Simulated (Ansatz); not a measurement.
# AlAs: the cost of one run

Program: Ansatz 0.2.0. Level of theory: DFT PBE, scalar-relativistic, plane waves, PAW. These are calculated values, not measurements.

2 further runs of the same task are left out: 2 set aside as unsound or not needed.

## (1) The structure to begin with

The structure is cubic, space group F-43m (No. 216). The conventional cell has a = 5.661 Å, b = 5.661 Å, c = 5.661 Å, α = 90.00°, β = 90.00°, γ = 90.00°. Around Al (site symmetry -43m) lie 4 As at 2.45 Å. As (site symmetry -43m) has 4 Al at 2.45 Å as nearest neighbours.

Structure file:

```cif
data_structure
_symmetry_space_group_name_H-M 'P 1'
_symmetry_Int_Tables_number 1
_cell_length_a 4.0028
_cell_length_b 4.0028
_cell_length_c 4.0028
_cell_angle_alpha 60.000
_cell_angle_beta 60.000
_cell_angle_gamma 60.000
_cell_volume 45.35
loop_
_atom_site_label
_atom_site_type_symbol
_atom_site_fract_x
_atom_site_fract_y
_atom_site_fract_z
_atom_site_occupancy
Al1 Al 0.00000 0.00000 0.00000 1
As1 As 0.75000 0.75000 0.75000 1
```

The cell is the deposited one, not relaxed. An earlier run on this cell at PBE gave 2.59 GPa at 22.675 Å³/atom (10×10×10 mesh), mesh gap 1.45 eV.

## (2) Bands on a fine mesh

input.yaml reads:

```yaml
crystal:
  lattice:
    - [0.0, 2.83040004, 2.83040004]
    - [2.83040004, 0.0, 2.83040004]
    - [2.83040004, 2.83040004, 0.0]
  atoms:
    - { symbol: Al, position: [0.0, 0.0, 0.0] }
    - { symbol: As, position: [0.75, 0.75, 0.75] }
basis:
  ecutwfc: 420
  ecutrho_ratio: 4
kpoints:
  mp_grid: { grid: [10, 10, 10] }
hamiltonian:
  xc: pbe
scf:
  occupations: { method: gaussian, width: 0.05 }
output:
  forces: true
  stress: true
  eigenvalues: true
  eigenstates:
    nscf_kmesh: { grid: [18, 18, 18] }
    de_dk: true
    e_range: [-2.5, 3.945344689665]
  write_density: true
  write_potential: true
  elf: true
  volumetric_format: npy
```

Command:

```
$ ansatz run input.yaml --threads 4 --pin off --max-ram 9216MiB --backend cpu --events-out ev --progress --plain --runs-dir out
```

Q: Estimate wall time and peak memory on 4 threads of Intel Xeon at 2.50GHz (Skylake/Cascade Lake), shared host.

About 6.4 s, with a peak of 0.41 GiB.
